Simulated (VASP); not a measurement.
Here is a VASP 6.6.1 calculation.

The input INCAR:

```
SYSTEM = KTaO3
  PREC = Accurate
  ENCUT = 600
  EDIFF = 1E-6
  ISMEAR = 0
  SIGMA = 0.03
  LREAL = .False.
  LASPH = .True.
  NELM = 80
  ALGO = Normal
  ISIF = 3
  LWAVE = .False.
  LCHARG = .False.
  GGA = PS
  IBRION = 2
  NSW = 90
  EDIFFG = -0.01
```

KPOINTS

```
Automatic mesh
0
Gamma
  8 8 8
  0 0 0
```

Contents of POSCAR:

```
KTaO3
1.0
    3.9883000000      0.0000000000      0.0000000000
    0.0000000000      3.9883000000      0.0000000000
    0.0000000000      0.0000000000      3.9883000000
K Ta O
1 1 3
Direct
    0.5000000000      0.5000000000      0.5000000000
    0.0000000000      0.0000000000      0.0000000000
    0.5000000000      0.0000000000      0.0000000000
    0.0000000000      0.5000000000      0.0000000000
    0.0000000000      0.0000000000      0.5000000000
```

Potentials or basis: VASP PAW PBE potentials, release 64 (K_sv, Ta_pv, O).

Command:

```sh
$ cat potpaw_PBE.64/K_sv/POTCAR potpaw_PBE.64/Ta_pv/POTCAR potpaw_PBE.64/O/POTCAR > POTCAR
$ mpirun -np 1 vasp_std > vasp.out
```

Q: Estimate the relaxed cell.

A: a = 3.989 Å, b = 3.989 Å, c = 3.989 Å, α = 90.00°, β = 90.00°, γ = 90.00°.

Q: Estimate the space group after relaxing (to 0.05 Å).

A: Pm-3m (No. 221).

Final structure:
```xyz
5
Lattice="3.9891 0.0000 0.0000 0.0000 3.9891 0.0000 0.0000 0.0000 3.9891" Properties=species:S:1:pos:R:3 pbc="T T T"
K     1.9945    1.9945    1.9945
Ta    0.0000    0.0000    0.0000
O     1.9945    0.0000    0.0000
O     0.0000    1.9945    0.0000
O     0.0000    0.0000    1.9945
```
